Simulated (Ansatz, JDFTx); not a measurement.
Given: the input of a run of Ansatz 0.2.0 on SnSe2. 

Contents of input.yaml:

```yaml
crystal:
  lattice:
    - [3.811, 0.0, 0.0]
    - [-1.9055, 3.3004228138, 0.0]
    - [0.0, 0.0, 6.136]
  atoms:
    - { symbol: Sn, position: [0.0, 0.0, 0.0] }
    - { symbol: Se, position: [0.6666666667, 0.3333333333, 0.751] }
    - { symbol: Se, position: [0.3333333333, 0.6666666667, 0.249] }
hamiltonian:
  xc: pbesol
  pseudopotentials: { kind: paw }
kpoints:
  mp_grid: { grid: [8, 8, 5] }
scf:
  occupations: { method: gaussian, width: 0.02 }
output:
  forces: true
  stress: true
  eigenvalues: true
  write_density: true
  write_potential: true
  elf: true
  volumetric_format: npy
```

Potentials or basis: Ansatz PAW.

Launch:

```console
$ ansatz run input.yaml --threads 2 --pin off --max-ram 5632MiB --backend cpu --events-out ev --progress --plain --runs-dir out
```

Task: What does the same run look like in JDFTx 1.7.0 (patched build)? Potentials or basis there: PseudoDojo-SR-PBEsol-0.4.1-standard with smoothed tails, cutoff 1170 eV.

Result: As run (cutoffs and basis follow the program's own potentials, and thresholds, step limits or extra output files can differ):

SnSe2.in

```
lattice \
    7.2017462609    -3.6008731305     0.0000000000 \
    0.0000000000     6.2368952135     0.0000000000 \
    0.0000000000     0.0000000000    11.5953595007
coords-type Cartesian
ion Sn     0.0000000000     0.0000000000     0.0000000000 1
ion Se     3.6008731308     2.0789650710     8.7081149850 1
ion Se    -0.0000000004     4.1579301426     2.8872445157 1

ion-species pseudo/Sn.upf
ion-species pseudo/Se.upf
elec-cutoff 43 344
elec-ex-corr gga-PBEsol
kpoint-folding 8 8 5
elec-smearing Gauss 0.00036749322
elec-n-bands 31
electronic-SCF nIterations 100 energyDiffThreshold 1e-09
electronic-minimize nIterations 30 energyDiffThreshold 1e-7
converge-empty-states yes
forces-output-coords Cartesian

dump-name run.$VAR
dump End Ecomponents EigStats BandEigs Kpoints Forces Stress ElecDensity Dtot KEdensity
```

Potentials or basis: PseudoDojo-SR-PBEsol-0.4.1-standard with smoothed tails.

Command:

```bash
$ jdftx -c 1 -i SnSe2.in -o SnSe2.out
```

Both were run:

|  | Ansatz | JDFTx |
| --- | --- | --- |
| Pressure | 2.5 GPa | 2.7 GPa |
| Largest force | 0.600 eV/Å | 0.630 eV/Å |

Ansatz's pressure holds a Pulay term of +0.04 GPa for its cutoff of 420 eV, which the other run lacks.

Ansatz's potentials were made for PBE.

Where Ansatz's input types no cutoff or centring, it takes its own default and a Γ-centred mesh.

Pressure is positive in compression.
